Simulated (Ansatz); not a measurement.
# TiCo: the cost of one run

Computed with Ansatz 0.2.0 (DFT r2SCAN, scalar-relativistic, plane waves, PAW, unless a step's input says otherwise).

1 further run of the same task is left out (it didn't finish).

## Step 1: The structure to begin with

Symmetry: F-43m, No. 216, cubic system. Conventional cell: a = 4.830 Å, b = 4.830 Å, c = 4.830 Å, α = 90.00°, β = 90.00°, γ = 90.00°. Ti (site symmetry -43m) has 4 Co at 2.09 Å as nearest neighbours. Around Co (site symmetry -43m) lie 4 Ti at 2.09 Å.

As a file:

```
CELL_PARAMETERS angstrom
0.00000 2.41500 2.41500
2.41500 0.00000 2.41500
2.41500 2.41500 0.00000
ATOMIC_POSITIONS crystal
Ti 0.00000 0.00000 0.00000
Co 0.75000 0.75000 0.75000
```

This is candidate A: zinc blende type (F-43m, No. 216).

(A quick probe on a coarse mesh, which set the mesh and smearing, is not shown.)

## Step 3: A loose first relaxation (candidate A)

input.yaml

```yaml
crystal:
  lattice:
    - [0.0, 2.4150006822, 2.4150006822]
    - [2.4150006822, 0.0, 2.4150006822]
    - [2.4150006822, 2.4150006822, 0.0]
  atoms:
    - { symbol: Ti, position: [0.0, 0.0, 0.0], spin: -0.35 }
    - { symbol: Co, position: [0.75, 0.75, 0.75] }
basis:
  ecutwfc: 500
kpoints:
  mp_grid: { grid: [6, 6, 6] }
hamiltonian:
  xc: r2scan
scf:
  occupations: { method: gaussian, width: 0.1 }
  lower_state_search: "off"
output:
  forces: true
  stress: true
  eigenvalues: true
  populations: true
magnetization:
  spin_polarized: true
relax:
  adjacent_minimum: "off"
  f_tol: 0.04
  max_steps: 70
  cell: { stress_tol: 0.4 }
```

Launch:

```
$ ansatz run input.yaml --threads 1 --pin off --max-ram 3072MiB --backend cpu --events-out ev --progress --plain --runs-dir out
```

**Question.** How long does this run take on 1 thread of Arm Neoverse V2, shared host, and how much memory does it need?

About 76 s, with a peak of 0.45 GiB.
